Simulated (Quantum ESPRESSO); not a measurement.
Here is a Quantum ESPRESSO 7.5 calculation.

The input pw.in:

```
&CONTROL
  calculation = 'scf'
  prefix = 'pwscf'
  outdir = './tmp'
  pseudo_dir = './pseudo'
  tprnfor = .true.
  tstress = .true.
  disk_io = 'nowf'
/
&SYSTEM
  ibrav = 0
  nat = 6
  ntyp = 2
  ecutwfc = 55
  ecutrho = 440
  nbnd = 41
  input_dft = 'pz'
  occupations = 'smearing'
  smearing = 'fd'
  degauss = 0.00367493
/
&ELECTRONS
  conv_thr = 1.2d-09
  electron_maxstep = 120
  mixing_beta = 0.3
/
ATOMIC_SPECIES
Cu    63.5460 Cu.paw.z_11.ld1.psl.v1.0.0-low.upf
O     15.9990 O.pbe-n-kjpaw_psl.0.1.UPF
CELL_PARAMETERS bohr
   8.0502332909    0.0000000000    0.0000000000
   0.0000000000    8.0502332909    0.0000000000
   0.0000000000    0.0000000000    8.0502332909
ATOMIC_POSITIONS bohr
Cu     6.0376749682    2.0125583227    6.0376749682
Cu     6.0376749682    6.0376749682    2.0125583227
Cu     2.0125583227    6.0376749682    6.0376749682
Cu     2.0125583227    2.0125583227    2.0125583227
O      4.0251166455    4.0251166455    4.0251166455
O      0.0000000000    0.0000000000    0.0000000000
K_POINTS automatic
6 6 6 0 0 0
HUBBARD {ortho-atomic}
U Cu-3d 2.0
```

Potentials or basis: SSSP 1.3 efficiency PBE.

The run is started by

```console
$ OMP_NUM_THREADS=1 pw.x -in pw.in > pw.out
```

Predict the band gap on the k mesh.

0.68 eV, direct.

Predict the pressure.

-6.4 GPa.

Eigenvalues of the final occupation matrices:
```
   site  spin  trace               eigenvalues
Cu 1 3d  each   4.81  0.85 0.98 0.98 0.99 0.99
Cu 2 3d  each   4.81  0.85 0.98 0.98 0.99 0.99
Cu 3 3d  each   4.81  0.85 0.98 0.98 0.99 0.99
Cu 4 3d  each   4.81  0.85 0.98 0.98 0.99 0.99
```

Caveat: the potentials were made for another functional, which shifts forces and pressure.

**Experimental background.**

“Importance of surface oxygen vacancies for ultrafast hot carrier relaxation and transport in Cu2O”, 2021, arxiv:2103.03167 quotes, for a bulk crystal of Cu2O: band gap 2.17 eV (direct).

Against the measured gap of Cu2O, 2.17 eV (direct; quoted in “Importance of surface oxygen vacancies for ultrafast hot carrier relaxation and transport in Cu2O”, 2021, arxiv:2103.03167), the calculated 0.68 eV is off by -1.49 eV. So large a miss can be the level of theory's own, or it may mean another phase, state or a wrong row. The value is that of LDA+U on a finite k mesh, which can miss the band edges, without temperature or zero-point motion.
